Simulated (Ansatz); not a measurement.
# MoS2: the cost of one run

Method: DFT PBE+D3(BJ), scalar-relativistic, plane waves, PAW, in Ansatz 0.2.0.

6 further runs of the same task are left out: 2 that didn't finish, 4 set aside as unsound or not needed.

## Step 1: The structure to begin with

Symmetry: P-3m1, No. 164, trigonal system. The conventional cell has a = 3.149 Å, b = 3.149 Å, c = 12.094 Å, α = 90.00°, β = 90.00°, γ = 120.00°. Mo (site symmetry 3m) is surrounded by 6 S at 2.40 Å. S (site symmetry 3m) is surrounded by 3 Mo at 2.40 Å.

Coordinates:

```cif
data_structure
_symmetry_space_group_name_H-M 'P-3m1'
_symmetry_Int_Tables_number 164
_cell_length_a 3.1493
_cell_length_b 3.1493
_cell_length_c 12.0939
_cell_angle_alpha 90.000
_cell_angle_beta 90.000
_cell_angle_gamma 120.000
_cell_volume 103.88
loop_
_atom_site_label
_atom_site_type_symbol
_atom_site_symmetry_multiplicity
_atom_site_Wyckoff_symbol
_atom_site_fract_x
_atom_site_fract_y
_atom_site_fract_z
_atom_site_occupancy
Mo1 Mo 2 d 0.66667 0.33333 0.24978 1
S1 S 2 d 0.33333 0.66667 0.37926 1
S2 S 2 d 0.66667 0.33333 0.87969 1
```

It goes back to an entry of the Materials Project, which need not be the stable form.

It is the result of an earlier relaxation at this level (volume 17.31 Å³/atom; gap on the mesh: 0.79 eV).

The unstrained cell was computed beforehand with the same settings: E(σ→0) = -13528.0980 eV for 6 atoms, gap 0.77 eV over the zone.

## Step 2: The cell strained by +1.0 %

Contents of input.yaml:

```yaml
crystal:
  lattice:
    - [3.1492859261, 0.0, 0.0]
    - [-1.5746429631, 2.7273616158, 0.0]
    - [0.1209388623, 0.0, 12.0938862292]
  atoms:
    - { symbol: Mo, position: [0.6666666667, 0.3333333333, 0.249782775] }
    - { symbol: Mo, position: [0.3333333333, 0.6666666667, 0.750217225] }
    - { symbol: S, position: [0.3333333333, 0.6666666667, 0.3792579737] }
    - { symbol: S, position: [0.6666666667, 0.3333333333, 0.8796916104] }
    - { symbol: S, position: [0.3333333333, 0.6666666667, 0.1203083896] }
    - { symbol: S, position: [0.6666666667, 0.3333333333, 0.6207420263] }
basis:
  ecutwfc: 420
kpoints:
  mp_grid: { grid: [12, 12, 4] }
hamiltonian:
  xc: pbe
  dispersion: d3bj
scf:
  occupations: { method: gaussian, width: 0.02 }
output:
  forces: true
  stress: true
  eigenvalues: true
relax:
  adjacent_minimum: "off"
  f_tol: 0.008
  max_steps: 40
```

Launch:

```console
> ansatz run input.yaml --threads 1 --pin off --max-ram 2560MiB --backend cpu --events-out ev --progress --plain --runs-dir out
```

**Question.** How long does this run take on 1 thread of Intel Xeon Platinum 8488C (Sapphire Rapids), shared host, and how much memory does it need?

About 1.8 min, with a peak of 0.94 GiB.
